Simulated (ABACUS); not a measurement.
# CoO under changes of volume

One of the cells (11.575 Å³/atom); the others are scaled copies at fixed shape and fractional positions:

```
Co O
1.0
     3.19765    0.00000    0.00000
    -1.59882    2.76924    0.00000
     0.00000    0.00000    5.22871
Co O
2 2
Cartesian
  0.0000 1.8462 2.6319
  0.0000 0.0000 0.0182
  0.0000 1.8462 4.5571
  0.0000 0.0000 1.9430
```

Measurements of this composition are mostly on another form, of space group No. 225.

- Program: ABACUS 3.10.1
- Functional: PBE
- Potentials or basis: PseudoDojo NC SR 0.4.1 PBE standard
- Cutoff: 1361 eV
- Density cutoff: 5442 eV
- Basis: DZP LCAO (the cutoffs set its grid)
- k mesh: 10 × 10 × 5
- Occupations: fermi-dirac, width 0.05 eV
- Spin: collinear spin, ferromagnetic start
- Starting moments: [2.0, 2.0, 0.0, 0.0] μB

```csv
volume (Å³/atom),energy over the lowest point (meV/atom),pressure (GPa),moment (μB per cell),largest force (eV/Å)
10.881,29.32,10.7,5.65,0.376
11.112,15.69,7.6,5.78,0.346
11.344,6.37,4.7,5.87,0.321
11.575,?,?,?,?
11.807,0.00,-0.7,5.97,0.285
12.038,2.43,-3.2,5.99,0.274
12.270,8.33,-5.4,6.00,0.266
```

Task: What does the run at 11.575 Å³/atom give?

Result: Energy over the lowest point 1.23 meV/atom; pressure 1.9 GPa; moment 5.94 μB per cell; largest force 0.301 eV/Å.

Worked out: A Birch-Murnaghan fit of order 3 (a polynomial in V^(-2/3)) to the other rows has its minimum at 11.77 Å³/atom with B0 = V·E''(V) = 131 GPa (rough, since the energies scatter) at fixed shape and positions, which overstates the stiffness. It gives 1.24 meV/atom at 11.575 Å³/atom, against the run's 1.23, and -dE/dV = 2.2 GPa, against 1.9. A parabola through the other rows of the moment, of slope 0.242 μB per Å³/atom there, gives 5.93 μB, against the run's 5.94.

Energies are extrapolated to zero smearing.

Caveats: the atomic orbitals were generated for these runs and aren't a published set; the basis of atomic orbitals isn't converged, which shifts pressures, moduli and gaps.
